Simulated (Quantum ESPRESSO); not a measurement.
WSe, 4 atoms in the cell. The cell holds a slab with vacuum, 4 atoms: a = 3.318 Å, b = 3.318 Å, c = 31.658 Å, α = 90.00°, β = 90.00°, γ = 120.00°. 

* Program: Quantum ESPRESSO 7.5
* Task: work function
* Functional: PBE
* Potentials or basis: PseudoDojo 0.4.1 SR PBE standard
* Cutoff: 1170 eV
* Density cutoff: 4680 eV
* k mesh: 6 × 6 × 1
* Occupations: fermi-dirac, width 0.05 eV
* Spin: no spin polarisation
* Boundary across the vacuum: none
* Mixing mode: local-TF
* Mixing beta: 0.3
* Most SCF iterations: 150
* SCF threshold: 4e-09 Ry

Potentials or basis: PseudoDojo 0.4.1 SR PBE standard.

Run with:

```sh
$ OMP_NUM_THREADS=1 mpirun -n 2 pw.x -nk 2 -in pw.in > pw.out
$ OMP_NUM_THREADS=1 mpirun -n 1 pp.x -in pp_density.in > pp_density.out
$ OMP_NUM_THREADS=1 mpirun -n 1 pp.x -in pp_potential.in > pp_potential.out
$ OMP_NUM_THREADS=1 mpirun -n 1 pp.x -in pp_elf.in > pp_elf.out
```

Hardware: 2 MPI ranks on Arm Neoverse V2, on a shared host.

**Question.** How long does it take, and how much memory?

**Answer.** It took 2.5 min on 2 MPI ranks on Arm Neoverse V2, with other jobs on the host, peak memory 0.9 GiB a rank. Counts: scf iterations 17, k pools 2, bands 40, k points 7, g dense 219515.
